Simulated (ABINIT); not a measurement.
## Nb: equation of state with PBE

**The experiment to reproduce.**

From “Pressure effects on the electronic structure and superconductivity of (TaNb)0.67(HfZrTi)0.33 high entropy alloy”, 2019, arxiv:1910.08312, for a bulk crystal of Nb: bulk modulus 169 GPa.

Crystal: Nb.

```
CELL_PARAMETERS angstrom
-1.66395 1.66395 1.66395
1.66395 -1.66395 1.66395
1.66395 1.66395 -1.66395
ATOMIC_POSITIONS crystal
Nb 0.00000 0.00000 0.00000
```

```json
{
  "Program": "ABINIT 10.8.3 (patched build)",
  "Task": "equation of state",
  "Functional": "PBE",
  "Potentials or basis": "JTH PAW PBE v2.0",
  "Cutoff": "653 eV",
  "k mesh": "11 × 11 × 11",
  "Occupations": "fermi-dirac, width 0.05 eV",
  "Spin": "no spin polarisation",
  "Fine-grid cutoff": "1251.72 eV",
  "Exchange and correlation inside the PAW spheres": "full angular mesh (pawxcdev 0, this build's default; the released program takes 1)"
}
```

```json
{
  "Equilibrium volume": "18.20 Å³/atom",
  "Bulk modulus": "172 GPa",
  "Pressure derivative of the bulk modulus": "3.3"
}
```

Energy against volume, from the lowest point:
```
volume (Å³/atom)  energy (meV/atom)
          17.322              23.71
          17.691               7.35
          18.060               0.00
          18.428               0.91
          18.797               9.45
          19.165              24.93
          19.534              46.72
```

Wall time 43 s on 1 thread of Intel(R) Xeon(R) 6975P-C (Granite Rapids), with other jobs on the host, peak memory 0.13 GiB.

Against the measured bulk modulus of Nb, 169 GPa (quoted in “Pressure effects on the electronic structure and superconductivity of (TaNb)0.67(HfZrTi)0.33 high entropy alloy”, 2019, arxiv:1910.08312), the calculated 172 GPa is off by +1.6 %. The fit is for a static lattice scaled at fixed shape and fixed fractional positions.

Caveat: pressures at fixed basis lie under the slope of the energies.
